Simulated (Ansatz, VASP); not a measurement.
# ZnSe (Stilleite) in VASP and in Ansatz

POSCAR

```
ZnSe
1.0
    0.0000000000      2.8338000000      2.8338000000
    2.8338000000      0.0000000000      2.8338000000
    2.8338000000      2.8338000000      0.0000000000
Zn Se
1 1
Direct
    0.0000000000      0.0000000000      0.0000000000
    0.2500000000      0.2500000000      0.2500000000
```

Contents of INCAR.step1:

```
  PREC = Accurate
  ENCUT = 520
  ISMEAR = 0
  SIGMA = 0.01
  LREAL = F
  LASPH = T
  NELM = 150
  LDAU = T
  LDAUTYPE = 2
  LDAUL = 2 -1
  LDAUU = 3.5 0
  LDAUJ = 0 0
  NBANDS = 16
  GGA = PE
  ALGO = Normal
  EDIFF = 1E-4
  LWAVE = T
  LCHARG = F
```

INCAR.step2

```
  PREC = Accurate
  ENCUT = 520
  EDIFF = 1E-6
  ISMEAR = 0
  SIGMA = 0.01
  LREAL = F
  LASPH = T
  NELM = 150
  ALGO = Normal
  ISIF = 2
  LWAVE = F
  LCHARG = F
  LDAU = T
  LDAUTYPE = 2
  LDAUL = 2 -1
  LDAUU = 3.5 0
  LDAUJ = 0 0
  LDAUPRINT = 1
  METAGGA = R2SCAN
  LMIXTAU = T
  IVDW = 12
  VDW_S6 = 1.0
  VDW_S8 = 0.78981345
  VDW_A1 = 0.49484001
  VDW_A2 = 5.73083694
  NBANDS = 16
  ISTART = 1
```

Contents of KPOINTS:

```
regular mesh
0
Gamma
  6 6 6
```

Input for Ansatz:

```yaml
crystal:
  lattice:
    - [0.0, 2.8338, 2.8338]
    - [2.8338, 0.0, 2.8338]
    - [2.8338, 2.8338, 0.0]
  atoms:
    - { symbol: Zn, position: [0.0, 0.0, 0.0] }
    - { symbol: Se, position: [0.25, 0.25, 0.25] }
kpoints:
  mp_grid:
    grid: [6, 6, 6]
hamiltonian:
  xc: r2scan
  dispersion: d3bjatm
  hubbard:
    - { species: Zn, l: d, u_eff: 3.5 }
scf:
  convergence:
    dr2_threshold: 1.0e-05
  mixing:
    algorithm: broyden
    beta: 0.4
    ndim: 6
  occupations:
    method: fixed
output:
  forces: true
  stress: true
```

Alike in both runs: task single point; functional r2SCAN; dispersion D3(BJ); k mesh 6 × 6 × 6; no spin polarisation; Hubbard terms Zn d U = 3.5 eV.

|  | VASP | Ansatz |
| --- | --- | --- |
| version | VASP 6.6.1 | Ansatz 0.2.0 |
| potentials or method | VASP PAW PBE potentials, release 64 (Zn, Se) | plane waves, PAW |
| plane-wave cutoff (eV) | 520 | 500 |
| occupations | gaussian, width 0.01 eV | fixed |
| valence electrons in the cell | 18 | 28 |

Ansatz gave:

| Quantity | Value |
| --- | --- |
| pressure (GPa) | -0.6 |
| dispersion energy (meV/atom) | -133.0 |

Q: Which values does VASP return?

A: Pressure (GPa): -1.8; dispersion energy (meV/atom): -152.8.

The programs project onto different local orbitals, so the same U acts differently. The two sets of potentials don't hold the same shells in valence. Ansatz warned: «force_scf_threshold_loose».

Caveats: three body term missing; the PAW data sets were made with another functional, which shifts forces and pressure a little (VASP).
